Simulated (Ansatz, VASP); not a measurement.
**One calculation of Mg, two programs**

```xyz
2
Lattice="3.2395 0.0000 0.0000 -1.6198 2.8055 0.0000 0.0000 0.0000 5.2521" Properties=species:S:1:pos:R:3 pbc="T T T"
Mg    0.0000    1.8703    1.3130
Mg    1.6198    0.9352    3.9391
```

Alike in both runs: functional PBE; k mesh 16 × 16 × 10; occupations gaussian, width 0.05 eV; no spin polarisation.

Ansatz relaxed the structure, and its values are those at the end. VASP's run is a single point on that final structure, the one shown.

|  | VASP | Ansatz |
| --- | --- | --- |
| version | VASP 6.6.1 | Ansatz 0.2.0 |
| potentials or method | VASP PAW PBE potentials, release 64 (Mg) | scalar-relativistic, plane waves, PAW |
| plane-wave cutoff (eV) | 520 | 420 |
| valence electrons in the cell | 4 | 20 |

|  | VASP | Ansatz | Ansatz less VASP |
| --- | --- | --- | --- |
| gap on the k mesh at the Fermi level (eV) | none | none | - |
| pressure (GPa) | -1.4 | -1.3 | +0.12 |

A gap of «none» marks a metal or a gap that the smearing closes. The functional is the same, so the differences come from potentials, cutoffs and numerics. The two sets of potentials don't hold the same shells in valence.
